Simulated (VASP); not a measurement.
A run of VASP 6.6.1:

The input INCAR:

```
PREC     = Accurate       # precision mode
ENCUT    = 600            # plane-wave cutoff, eV
EDIFF    = 1E-6           # SCF threshold, eV
ISMEAR   = 1              # smearing method
SIGMA    = 0.1            # smearing width, eV
LREAL    = False          # projectors in reciprocal space
LASPH    = True           # aspherical terms in the spheres
NELM     = 80             # most SCF steps
ALGO     = Normal         # electronic algorithm
ISIF     = 3              # what is computed and relaxed
LWAVE    = False          # write WAVECAR
LCHARG   = False          # write CHGCAR
GGA      = PS             # functional
IBRION   = 2              # ionic algorithm
NSW      = 90             # ionic steps
EDIFFG   = -0.01          # ionic threshold
```

File KPOINTS:

```
Automatic mesh
0
Gamma
  20 20 20
```

Contents of POSCAR:

```
Mo
1.0
   -1.5734150000      1.5734150000      1.5734150000
    1.5734150000     -1.5734150000      1.5734150000
    1.5734150000      1.5734150000     -1.5734150000
Mo
1
Direct
    0.0000000000      0.0000000000      0.0000000000
```

Potentials or basis: VASP PAW PBE potentials, release 64 (Mo_sv).

Command:

```console
$ cat potpaw_PBE.64/Mo_sv/POTCAR > POTCAR
$ mpirun -np 1 vasp_std > vasp.out
```

Hardware: 1 thread of Intel(R) Xeon(R) Platinum 8175M CPU @ 2.50GHz (Skylake/Cascade Lake) (shared host).

Question: Estimate the wall time of this run.

Answer: Run time: 79 s on 1 thread of Intel(R) Xeon(R) Platinum 8175M CPU @ 2.50GHz (Skylake/Cascade Lake), on a shared host, peak memory 0.19 GiB. Counts: scf iterations 24, k points 256, ion steps 3.
